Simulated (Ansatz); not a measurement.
The system is LiF (Griceite).

```xyz
2
Lattice="0.0000 2.0140 2.0140 2.0140 0.0000 2.0140 2.0140 2.0140 0.0000" Properties=species:S:1:pos:R:3 pbc="T T T"
F     2.0140    2.0140    2.0140
Li    0.0000    0.0000    0.0000
```

Base run:

* Program: Ansatz 0.2.0
* Functional: PBE
* Potentials or basis: all-electron LAPW, scalar-relativistic
* Cutoff: 288 eV
* Density cutoff: 1152 eV
* Basis error allowed: 0.001 eV/atom
* k mesh: 11 × 11 × 11
* Occupations: fermi-dirac, width 0.05 eV
* Spin: no spin polarisation

Its results: band gap on the k mesh 9.07 eV, direct; pressure 2.0 GPa.

Problem. After a change of settings the same cell gave: band gap on the k mesh 8.90 eV, direct; pressure -1.2 GPa. Which change was it?
A. functional from PBE to PBEsol
B. functional from PBE to LDA
C. potentials or basis from all-electron LAPW, scalar-relativistic to all-electron PAW datasets made for the crystal; k mesh from 11 × 11 × 11 to 8 × 8 × 8

Solution. A.

PBEsol binds more tightly than PBE, so the same cell stands under less pressure.

Caveats: an odd mesh through Γ misses points on the zone boundary, where band edges often lie (some runs).

Not every run made on this cell is shown here.
